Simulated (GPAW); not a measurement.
# H (P4/mmm) in GPAW: notebook

The runs below take H through relaxation of cell and atoms, single point, with PBE.

Program: GPAW 26.7.0. These are calculated values, not measurements. Logs are shortened: lines on timing, memory, paths and dates and some standing lists are left out, and cuts for length are marked. The log counts tension as positive stress, the text compression.

### 1 The crystal as given

It takes space group P4/mmm (No. 123, tetragonal). The conventional cell has a = 2.650 Å, b = 2.650 Å, c = 0.980 Å, α = 90.00°, β = 90.00°, γ = 90.00°. H (site symmetry 4/mmm) is surrounded by 2 H at 0.98 Å.

### 2 Relaxation of cell and atoms, PBE, target pressure 10 GPa, at which the enthalpy is minimised

run.py

```python
from ase.filters import FrechetCellFilter
from ase.io import read, write
from ase.optimize import BFGS
from ase.units import GPa
from gpaw import GPAW, PW

atoms = read('POSCAR')

calc = GPAW(mode=PW(600),
            xc='PBE',
            kpts={'size': (10, 10, 26), 'gamma': True},
            occupations={'name': 'fermi-dirac', 'width': 0.05},
            nbands=6,
            convergence={'density': 1e-05, 'forces': 0.0001},
            maxiter=150,
            txt='gpaw.txt')
atoms.calc = calc
opt = BFGS(FrechetCellFilter(atoms, scalar_pressure=10 * GPa), trajectory='relax.traj', logfile='-')
done = opt.run(fmax=0.02, steps=60)
calc.write('gs.gpw')
write('result.traj', atoms)
print('Converged:', done)
print('Cell:', atoms.cell.cellpar().round(4))
print('Volume:', round(atoms.get_volume(), 4))
print(atoms.get_scaled_positions().round(5))
```

POSCAR

```
H
1.0
    2.6496387389      0.0000000000      0.0000000000
    0.0000000000      2.6496387389      0.0000000000
    0.0000000000      0.0000000000      0.9804929200
H
1
Direct
    0.0000000000      0.0000000000      0.5000000000
```

Potentials or basis: GPAW PAW data sets (gpaw-data 1.2.1), pw.

Command:

```
$ OMP_NUM_THREADS=1 python run.py
```

gpaw.txt:

```text
__  _  _
 | _ |_)|_||  |
 |__||  | ||/\| - 26.7.0

Input parameters:
  mode=PW(ecut=600.0),
  convergence={'density': 1e-05, 'forces': 0.0001},
  kpts=MonkhorstPack(size=(10, 10, 26), gamma=True),
  maxiter=150,
  nbands=6,
  occupations=Occupations(name='fermi-dirac', width=0.05),
  xc=XC(name='PBE')

Diagonalizing LCAO Hamiltonian
Converting LCAO to pw mode
   .------.
  /.------.
 */      /
 H------*

Atoms  # Å, Bohr magnetons
|   | symbol |        x |        y |        z |    initial magnetic moments |
|---|--------|----------|----------|----------|-----------------------------|
| 0 |      H | 0.000000 | 0.000000 | 0.490246 | ( 0.0000,  0.0000,  0.0000) |

Unit cell  # Å
| periodic |        x |        y |        z |  lengths |    angles |
|----------|----------|----------|----------|----------|-----------|
|      yes | 2.649639 | 0.000000 | 0.000000 | 2.649639 | 90.000000 |
|      yes | 0.000000 | 2.649639 | 0.000000 | 2.649639 | 90.000000 |
|      yes | 0.000000 | 0.000000 | 0.980493 | 0.980493 | 90.000000 |

Number of symmetries: 16
Symmetry operations  # r_c * U_cc + t_c -> r_c
|    | kind |            matrix            |
|----|------|------------------------------|
|  0 |  E   |  1, 0, 0,  0, 1, 0,  0, 0, 1 |
|  1 |  σ   |  1, 0, 0,  0, 1, 0,  0, 0,-1 |
|  2 |  σ   |  1, 0, 0,  0,-1, 0,  0, 0, 1 |
|  3 |  C2  |  1, 0, 0,  0,-1, 0,  0, 0,-1 |
|  4 |  σ   |  0, 1, 0,  1, 0, 0,  0, 0, 1 |
|  5 |  C2  |  0, 1, 0,  1, 0, 0,  0, 0,-1 |
|  6 |  C4  |  0, 1, 0, -1, 0, 0,  0, 0, 1 |
|  7 |  S4  |  0, 1, 0, -1, 0, 0,  0, 0,-1 |
|  8 |  C4  |  0,-1, 0,  1, 0, 0,  0, 0, 1 |
[... 159 lines left out ...]
Stress tensor  # eV/Ang^3
|         x |         y |         z |
|-----------|-----------|-----------|
| -0.014728 |  0.000000 |  0.000000 |
|  0.000000 | -0.014728 |  0.000000 |
|  0.000000 |  0.000000 | -0.001006 |

Forces  # eV/Ang
|        x |        y |       z |
|----------|----------|---------|
| -0.00000 | -0.00000 | 0.00000 |  # H    0

Interpolating wave functions to new cell
   .-----.
  /.-----.
 */     /
 H-----*

Atoms  # Å, Bohr magnetons
|   | symbol |         x |         y |        z |    initial magnetic moments |
|---|--------|-----------|-----------|----------|-----------------------------|
| 0 |      H | -0.000000 | -0.000000 | 0.487295 | ( 0.0000,  0.0000,  0.0000) |

Unit cell  # Å
| periodic |        x |        y |        z |  lengths |    angles |
|----------|----------|----------|----------|----------|-----------|
|      yes | 2.637243 | 0.000000 | 0.000000 | 2.637243 | 90.000000 |
|      yes | 0.000000 | 2.637243 | 0.000000 | 2.637243 | 90.000000 |
|      yes | 0.000000 | 0.000000 | 0.974590 | 0.974590 | 90.000000 |

Number of symmetries: 16
Symmetry operations  # r_c * U_cc + t_c -> r_c
|    | kind |            matrix            |
|----|------|------------------------------|
|  0 |  E   |  1, 0, 0,  0, 1, 0,  0, 0, 1 |
|  1 |  σ   |  1, 0, 0,  0, 1, 0,  0, 0,-1 |
|  2 |  σ   |  1, 0, 0,  0,-1, 0,  0, 0, 1 |
|  3 |  C2  |  1, 0, 0,  0,-1, 0,  0, 0,-1 |
|  4 |  σ   |  0, 1, 0,  1, 0, 0,  0, 0, 1 |
|  5 |  C2  |  0, 1, 0,  1, 0, 0,  0, 0,-1 |
|  6 |  C4  |  0, 1, 0, -1, 0, 0,  0, 0, 1 |
|  7 |  S4  |  0, 1, 0, -1, 0, 0,  0, 0,-1 |
|  8 |  C4  |  0,-1, 0,  1, 0, 0,  0, 0, 1 |
[... 114 lines left out ...]
SCF iterations
|iter     | |      energy | eigst |  dens |force |
|---------|-|-------------|-------|-------|------|
|iter:   1| |   -3.013290 | -1.52 |       |      |
|iter:   2| |   -3.013291 | -7.51c| -2.49 |      |
|iter:   3| |   -3.013295c| -6.21 | -2.51 |      |
|iter:   4| |   -3.013297c| -7.14 | -3.14 |      |
|iter:   5| |   -3.013297c| -7.51c| -4.22 |      |
|iter:   6| |   -3.013297c| -7.71c| -4.59 |      |
|iter:   7| |   -3.013297c|-10.02c| -6.15c|      |
|iter:   8| |   -3.013297c|-11.47c| -6.59c|-26.08c|

Converged in 8 steps
Energy contributions relative to reference atoms: (reference = -12.490162)

Energy contributions:
  Kinetic:           3.125564
  Coulomb:          -3.591703
  Zero:              0.000719
  External:          0.000000
[... 50 lines left out ...]

Unit cell  # Å
| periodic |         x |         y |         z |  lengths |    angles |
|----------|-----------|-----------|-----------|----------|-----------|
|      yes |  2.154612 | -0.000000 | -0.000000 | 2.154612 | 90.000000 |
|      yes | -0.000000 |  2.154612 |  0.000000 | 2.154612 | 90.000000 |
|      yes | -0.000000 |  0.000000 |  0.963699 | 0.963699 | 90.000000 |

Number of symmetries: 16
Symmetry operations  # r_c * U_cc + t_c -> r_c
|    | kind |            matrix            |
|----|------|------------------------------|
|  0 |  E   |  1, 0, 0,  0, 1, 0,  0, 0, 1 |
|  1 |  σ   |  1, 0, 0,  0, 1, 0,  0, 0,-1 |
|  2 |  σ   |  1, 0, 0,  0,-1, 0,  0, 0, 1 |
|  3 |  C2  |  1, 0, 0,  0,-1, 0,  0, 0,-1 |
|  4 |  σ   |  0, 1, 0,  1, 0, 0,  0, 0, 1 |
|  5 |  C2  |  0, 1, 0,  1, 0, 0,  0, 0,-1 |
|  6 |  C4  |  0, 1, 0, -1, 0, 0,  0, 0, 1 |
|  7 |  S4  |  0, 1, 0, -1, 0, 0,  0, 0,-1 |
|  8 |  C4  |  0,-1, 0,  1, 0, 0,  0, 0, 1 |
[... 114 lines left out ...]
SCF iterations
|iter     | |      energy | eigst |  dens |force |
|---------|-|-------------|-------|-------|------|
|iter:   1| |   -2.944510 | -0.65 |       |      |
|iter:   2| |   -2.944208 | -6.17 | -1.24 |      |
|iter:   3| |   -2.941859 | -4.49 | -1.27 |      |
|iter:   4| |   -2.941697 | -5.27 | -1.84 |      |
|iter:   5| |   -2.941697c| -8.26c| -3.47 |      |
|iter:   6| |   -2.941697c| -8.55c| -3.85 |      |
|iter:   7| |   -2.941697c| -9.35c| -5.52c|      |
|iter:   8| |   -2.941697c| -9.58c| -5.91c|-28.94c|

Converged in 8 steps
Energy contributions relative to reference atoms: (reference = -12.490162)

Energy contributions:
  Kinetic:           3.527589
  Coulomb:          -3.755195
  Zero:              0.000787
  External:          0.000000
  Xc:               -2.714820
  Entropy:          -0.000115
  Spinorbit:         0.000000
  ----------------------------
  Free energy:      -2.941755
  Extrapolated:     -2.941697
[... 17 lines left out ...]
Stress tensor  # eV/Ang^3
|         x |         y |         z |
|-----------|-----------|-----------|
| -0.054083 | -0.000000 |  0.000000 |
| -0.000000 | -0.054083 | -0.000000 |
|  0.000000 | -0.000000 | -0.074620 |

Forces  # eV/Ang
|       x |       y |       z |
|---------|---------|---------|
| 0.00000 | 0.00000 | 0.00000 |  # H    0

Interpolating wave functions to new cell

       H

Atoms  # Å, Bohr magnetons
|   | symbol |         x |         y |        z |    initial magnetic moments |
|---|--------|-----------|-----------|----------|-----------------------------|
| 0 |      H | -0.000000 | -0.000000 | 0.483138 | ( 0.0000,  0.0000,  0.0000) |

Unit cell  # Å
| periodic |         x |        y |        z |  lengths |    angles |
|----------|-----------|----------|----------|----------|-----------|
|      yes |  2.132244 | 0.000000 | 0.000000 | 2.132244 | 90.000000 |
|      yes | -0.000000 | 2.132244 | 0.000000 | 2.132244 | 90.000000 |
|      yes | -0.000000 | 0.000000 | 0.966276 | 0.966276 | 90.000000 |

Number of symmetries: 16
Symmetry operations  # r_c * U_cc + t_c -> r_c
|    | kind |            matrix            |
|----|------|------------------------------|
|  0 |  E   |  1, 0, 0,  0, 1, 0,  0, 0, 1 |
|  1 |  σ   |  1, 0, 0,  0, 1, 0,  0, 0,-1 |
|  2 |  σ   |  1, 0, 0,  0,-1, 0,  0, 0, 1 |
|  3 |  C2  |  1, 0, 0,  0,-1, 0,  0, 0,-1 |
|  4 |  σ   |  0, 1, 0,  1, 0, 0,  0, 0, 1 |
|  5 |  C2  |  0, 1, 0,  1, 0, 0,  0, 0,-1 |
|  6 |  C4  |  0, 1, 0, -1, 0, 0,  0, 0, 1 |
|  7 |  S4  |  0, 1, 0, -1, 0, 0,  0, 0,-1 |
|  8 |  C4  |  0,-1, 0,  1, 0, 0,  0, 0, 1 |
[... 114 lines left out ...]
SCF iterations
|iter     | |      energy | eigst |  dens |force |
|---------|-|-------------|-------|-------|------|
|iter:   1| |   -2.937104 | -2.01 |       |      |
|iter:   2| |   -2.937087 | -7.47c| -1.87 |      |
|iter:   3| |   -2.936959c| -5.72 | -1.90 |      |
|iter:   4| |   -2.936950c| -6.55 | -2.47 |      |
|iter:   5| |   -2.936950c| -9.55c| -4.06 |      |
|iter:   6| |   -2.936950c| -7.70c| -4.45 |      |
|iter:   7| |   -2.936950c|-10.08c| -6.34c|      |
|iter:   8| |   -2.936950c|-11.15c| -6.75c|-29.60c|

Converged in 8 steps
Energy contributions relative to reference atoms: (reference = -12.490162)

Energy contributions:
  Kinetic:           3.524730
  Coulomb:          -3.746480
  Zero:              0.000758
  External:          0.000000
  Xc:               -2.715923
  Entropy:          -0.000070
  Spinorbit:         0.000000
  ----------------------------
  Free energy:      -2.936985
  Extrapolated:     -2.936950
[... 17 lines left out ...]
Stress tensor  # eV/Ang^3
|         x |         y |         z |
|-----------|-----------|-----------|
| -0.062109 |  0.000000 |  0.000000 |
|  0.000000 | -0.062109 |  0.000000 |
|  0.000000 |  0.000000 | -0.062968 |

Forces  # eV/Ang
|       x |       y |       z |
|---------|---------|---------|
| 0.00000 | 0.00000 | 0.00000 |  # H    0

# Writing to gs.gpw (mode='')
```

Wall time 66 s (1 thread of Arm Neoverse V1, shared host); peak memory 0.15 GiB.

What came out:

```yaml
Free_energy: -2.9370 eV
Relaxed_volume: 4.39 Å³/atom
Relaxed_cell: a = 2.132 Å, b = 2.132 Å, c = 0.966 Å, α = 90.00°, β = 90.00°, γ = 90.00°
Space_group_after_relaxing_to_0.05_Å: P4/mmm (No. 123)
Energy_change_on_relaxing_the_enthalpy_is_what_falls: +77.8 meV/atom
Ionic_steps: 8
Pressure_after_relaxing: 10.0 GPa
Band_gap_on_the_k_mesh: none (metal or under the smearing width)
```

The path:
| step | energy change (eV) | largest force (eV/Å) | pressure (GPa) | volume (Å³) |
| --- | --- | --- | --- | --- |
| 1 | 0.0000 | 0.0000 | 1.63 | 6.88 |
| 2 | 0.0014 | 0.0000 | 2.35 | 6.78 |
| 3 | 0.0332 | 0.0000 | 9.45 | 5.93 |
| 4 | 0.0360 | 0.0000 | 9.76 | 5.83 |
| 5 | 0.0651 | 0.0000 | 10.57 | 4.70 |
| 6 | 0.1016 | 0.0000 | 12.14 | 4.10 |
| 7 | 0.0730 | 0.0000 | 9.76 | 4.47 |
| 8 | 0.0778 | 0.0000 | 10.00 | 4.39 |

Final structure:
```
H
1.0
     2.13224    0.00000    0.00000
     0.00000    2.13224    0.00000
     0.00000    0.00000    0.96628
H
1
Cartesian
  0.0000 0.0000 0.4831
```

Levels at points of the mesh, in eV from the Fermi level:
| k point | band 1 | band 2 |
| --- | --- | --- |
| (0.00, 0.00, 0.00) | -13.12 | 17.01 |
| (0.00, 0.00, 0.50) | 23.39 | 30.37 |
| (0.50, 0.00, 0.00) | -9.49 | 2.76 |
| (0.50, 0.00, 0.50) | 25.97 | 35.30 |
| (0.50, 0.50, 0.00) | -6.55 | 9.19 |
| (0.50, 0.50, 0.50) | 28.01 | 39.57 |

Caveat: later steps reuse the first step's grids; the volume moved by over 15 % at a fixed basis, so the end points are rough.

### 3 Relaxation of cell and atoms, PBE, target pressure 20 GPa, at which the enthalpy is minimised

run.py: that of step 2 with these lines changed.

```diff
@@ -17,3 +17,3 @@
 atoms.calc = calc
-opt = BFGS(FrechetCellFilter(atoms, scalar_pressure=10 * GPa), trajectory='relax.traj', logfile='-')
+opt = BFGS(FrechetCellFilter(atoms, scalar_pressure=20 * GPa), trajectory='relax.traj', logfile='-')
 done = opt.run(fmax=0.02, steps=60)
```

POSCAR is that of step 2.

Potentials or basis: GPAW PAW data sets (gpaw-data 1.2.1), pw.

Command:

```
$ OMP_NUM_THREADS=1 python run.py
```

Wall time 56 s (1 thread of Arm Neoverse V1, shared host); peak memory 0.14 GiB.

The run converged. Its results:

| Item | Value |
| --- | --- |
| Free energy | -2.8745 eV |
| Relaxed volume | 3.73 Å³/atom |
| Relaxed cell | a = 1.983 Å, b = 1.983 Å, c = 0.950 Å, α = 90.00°, β = 90.00°, γ = 90.00° |
| Space group after relaxing (to 0.05 Å) | P4/mmm (No. 123) |
| Energy change on relaxing (the enthalpy is what falls) | +140.4 meV/atom |
| Ionic steps | 7 |
| Pressure after relaxing | 20.1 GPa |
| Band gap on the k mesh | none (metal or under the smearing width) |

Stress tensor (GPa, compression positive):
```
19.96  0.00  0.00
 0.00 19.96  0.00
 0.00  0.00 20.25
```

The path:
```tsv
step	energy change (eV)	largest force (eV/Å)	pressure (GPa)	volume (Å³)
1	0.0000	0.0000	1.63	6.88
2	0.0037	0.0000	3.15	6.65
3	0.1054	0.0000	20.08	5.07
4	0.1087	0.0000	20.50	4.91
5	0.1809	0.0000	27.41	3.46
6	0.1367	0.0000	20.21	3.77
7	0.1404	0.0000	20.06	3.73
```

Final structure:
```yaml
crystal:
  lattice:
    - [1.98293, 0.00000, 0.00000]
    - [0.00000, 1.98293, 0.00000]
    - [0.00000, 0.00000, 0.94954]
  atoms:
    - { symbol: H, position: [0.00000, 0.00000, 0.50000] }
```

Levels at points of the mesh, in eV from the Fermi level:
```
           k point  band 1  band 2
(0.00, 0.00, 0.00)  -14.43   20.18
(0.00, 0.00, 0.50)   23.56   30.49
(0.50, 0.00, 0.00)   -9.73    2.60
(0.50, 0.00, 0.50)   27.06   36.63
(0.50, 0.50, 0.00)   -5.89   10.23
(0.50, 0.50, 0.50)   29.82   42.01
```

Caveat: later steps reuse the first step's grids; the volume moved by over 15 % at a fixed basis, so the end points are rough.

### 4 Relaxation of cell and atoms, PBE, target pressure 30 GPa, at which the enthalpy is minimised

run.py: that of step 3 with these lines changed.

```diff
@@ -6,3 +6,3 @@
 
-atoms = read('POSCAR')
+atoms = read('H.xyz')
 
@@ -17,3 +17,3 @@
 atoms.calc = calc
-opt = BFGS(FrechetCellFilter(atoms, scalar_pressure=20 * GPa), trajectory='relax.traj', logfile='-')
+opt = BFGS(FrechetCellFilter(atoms, scalar_pressure=30 * GPa), trajectory='relax.traj', logfile='-')
 done = opt.run(fmax=0.02, steps=60)
```

H.xyz

```xyz
1
Lattice="2.6496387389 0.0000000000 0.0000000000 0.0000000000 2.6496387389 0.0000000000 0.0000000000 0.0000000000 0.9804929200" Properties=species:S:1:pos:R:3 pbc="T T T"
H      0.0000000000      0.0000000000      0.4902464600
```

Command:

```
$ OMP_NUM_THREADS=1 python run.py
```

It took 63 s on 1 thread of Arm Neoverse V1, shared host; peak memory 0.14 GiB.

The run converged. Its results:

```
Free energy                                            : -2.8107 eV
Relaxed volume                                         : 3.32 Å³/atom
Relaxed cell                                           : a = 1.881 Å, b = 1.881 Å, c = 0.939 Å, α = 90.00°, β = 90.00°, γ = 90.00°
Space group after relaxing (to 0.05 Å)                 : P4/mmm (No. 123)
Energy change on relaxing (the enthalpy is what falls) : +204.1 meV/atom
Ionic steps                                            : 8
Pressure after relaxing                                : 30.0 GPa
Band gap on the k mesh                                 : none (metal or under the smearing width)
```

Stress tensor (GPa, compression positive):
```
29.92  0.00  0.00
 0.00 29.92  0.00
 0.00  0.00 30.10
```

The path:
```csv
step,energy change (eV),largest force (eV/Å),pressure (GPa),volume (Å³)
1,0.0000,0.0000,1.63,6.88
2,0.0067,0.0000,3.99,6.53
3,0.1801,0.0000,30.04,4.54
4,0.1864,0.0000,31.51,4.31
5,0.2675,0.0000,44.12,3.05
6,0.2061,0.0000,32.16,3.32
7,0.2047,0.0000,29.76,3.32
8,0.2041,0.0000,29.98,3.32
```

Final structure:
```
H
1.0
     1.88144    0.00000    0.00000
     0.00000    1.88144    0.00000
     0.00000    0.00000    0.93916
H
1
Direct
  0.00000 0.00000 0.50000
```

Levels at points of the mesh, in eV from the Fermi level:
```
           k point  band 1  band 2
(0.00, 0.00, 0.00)  -15.45   22.94
(0.00, 0.00, 0.50)   23.50   30.42
(0.50, 0.00, 0.00)   -9.83    2.55
(0.50, 0.00, 0.50)   27.80   37.58
(0.50, 0.50, 0.00)   -5.21   11.17
(0.50, 0.50, 0.50)   31.21   43.91
```

Caveat: later steps reuse the first step's grids; the volume moved by over 15 % at a fixed basis, so the end points are rough.

### 5 Single point, PBE

run.py

```python
from ase.dft.bandgap import bandgap
from ase.io import read, write
from ase.units import GPa
from gpaw import GPAW, PW

atoms = read('H.xyz')

calc = GPAW(mode=PW(600),
            xc='PBE',
            kpts={'size': (10, 10, 26), 'gamma': True},
            occupations={'name': 'fermi-dirac', 'width': 0.05},
            nbands=6,
            convergence={'density': 1e-05, 'energy': 1e-05},
            maxiter=150,
            txt='gpaw.txt')
atoms.calc = calc
energy = atoms.get_potential_energy()
forces = atoms.get_forces()
stress = atoms.get_stress()
calc.write('gs.gpw')
write('result.traj', atoms)
print(f'Energy: {energy:.6f} eV')
print('Forces (eV/A):')
print(forces.round(4))
print('Stress (GPa):', (stress / GPa).round(3))
print('Fermi level:', round(calc.get_fermi_level(), 4), 'eV')
print(f'Gap: {bandgap(calc)[0]:.4f} eV, direct: {bandgap(calc, direct=True)[0]:.4f} eV')
```

H.xyz is that of step 4.

Command:

```
$ OMP_NUM_THREADS=1 python run.py
```

Wall time 10 s (1 thread of Arm Neoverse V1, shared host); peak memory 0.13 GiB.

It converged, with:

```yaml
Free_energy: -3.0147 eV
Pressure: 1.6 GPa
Band_gap_on_the_k_mesh: none (metal or under the smearing width)
```

Stress tensor (GPa, compression positive):
```
2.36 0.00 0.00
0.00 2.36 0.00
0.00 0.00 0.16
```

Levels at points of the mesh, in eV from the Fermi level:
| k point | band 1 | band 2 |
| --- | --- | --- |
| (0.00, 0.00, 0.00) | -11.00 | 9.89 |
| (0.00, 0.00, 0.50) | 24.05 | 31.48 |
| (0.50, 0.00, 0.00) | -9.56 | 2.75 |
| (0.50, 0.00, 0.50) | 24.91 | 33.77 |
| (0.50, 0.50, 0.00) | -8.41 | 6.56 |
| (0.50, 0.50, 0.50) | 25.61 | 35.67 |

Caveat: the density grid can change from cell to cell, which puts small steps into energies and stress.

### 6 Summary

```tsv
task	cell	optimizer	fmax	max steps	target pressure	convergence	gap on the mesh (eV)	pressure (GPa)
relaxation of cell and atoms	relaxed to 10 GPa	BFGS	0.02 eV/Å	60	10 GPa	density=1e-05 forces=0.0001	none	10.0
relaxation of cell and atoms	relaxed to 20 GPa	BFGS	0.02 eV/Å	60	20 GPa	density=1e-05 forces=0.0001	none	20.1
relaxation of cell and atoms	relaxed to 30 GPa	BFGS	0.02 eV/Å	60	30 GPa	density=1e-05 forces=0.0001	none	30.0
single point	as given	-	-	-	-	-	none	1.6
```

Alike in all rows: level PBE; potentials or basis GPAW PAW data sets (gpaw-data 1.2.1), pw; no spin polarisation; k mesh 10 × 10 × 26; cutoff (eV) 600; smearing fermi-dirac 0.05 eV.

Caveats: later steps reuse the first step's grids (some runs); the volume moved by over 15 % at a fixed basis, so the end points are rough (some runs); the density grid can change from cell to cell, which puts small steps into energies and stress (some runs).

Absolute energies hang on the potentials; compare differences alone.
